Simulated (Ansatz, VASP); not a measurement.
Si: VASP beside Ansatz

Contents of INCAR:

```
PREC = Accurate ; ENCUT = 520
EDIFF = 1E-8 ; ISMEAR = -1
SIGMA = 0.08 ; LREAL = False
LASPH = True ; NELM = 60
ALGO = Normal ; ISIF = 2
LWAVE = False ; LCHARG = False
GGA = CA ; LEFG = True
NBANDS = 11
```

File KPOINTS:

```
regular mesh
0
Gamma
  11 11 11
```

Contents of POSCAR:

```
Si
1.0
    0.0000000000      2.6600366906      2.6600366906
    2.6600366906      0.0000000000      2.6600366906
    2.6600366906      2.6600366906      0.0000000000
Si
2
Direct
    0.5000000000      0.5000000000      0.5000000000
    0.7500000000      0.7500000000      0.7500000000
```

Input for Ansatz:

```yaml
crystal:
  lattice:
    - [0.0, 2.6600366906, 2.6600366906]
    - [2.6600366906, 0.0, 2.6600366906]
    - [2.6600366906, 2.6600366906, 0.0]
  atoms:
    - { symbol: Si, position: [0.5, 0.5, 0.5] }
    - { symbol: Si, position: [0.75, 0.75, 0.75] }
kpoints:
  mp_grid: { grid: [11, 11, 11] }
scf:
  occupations: { method: fermi_dirac, width: 0.08 }
hamiltonian:
  xc: lda
  pseudopotentials: { kind: all_electron, datasets: crystal }
output:
  forces: true
  stress: true
  eigenvalues: true
  efg: { contact_densities: true }
```

Change from the starting cell: volume scaled by 0.94, crystal datasets.

Alike in both runs: task electric field gradients; functional LDA; k mesh 11 × 11 × 11; occupations fermi-dirac, width 0.08 eV; no spin polarisation.

|  | VASP | Ansatz |
| --- | --- | --- |
| version | VASP 6.6.1 | Ansatz 0.2.0 |
| potentials or method | VASP PAW LDA potentials, release 64 (Si) | all-electron PAW with datasets made for the crystal, scalar-relativistic |
| plane-wave cutoff (eV) | 520 | see its input |

VASP gave:

* pressure (GPa): 4.9
* Vzz of the field gradient on the site that differs most (V/Å²): 0.0

Task: Which values does Ansatz return?

Result: Pressure (GPa): 4.8; Vzz of the field gradient on the site that differs most (V/Å²): 0.0.

Ansatz ran all-electron here, so the differences hold the error of VASP's frozen core and of both bases.

Caveats: an odd mesh through Γ misses points on the zone boundary, where band edges often lie.
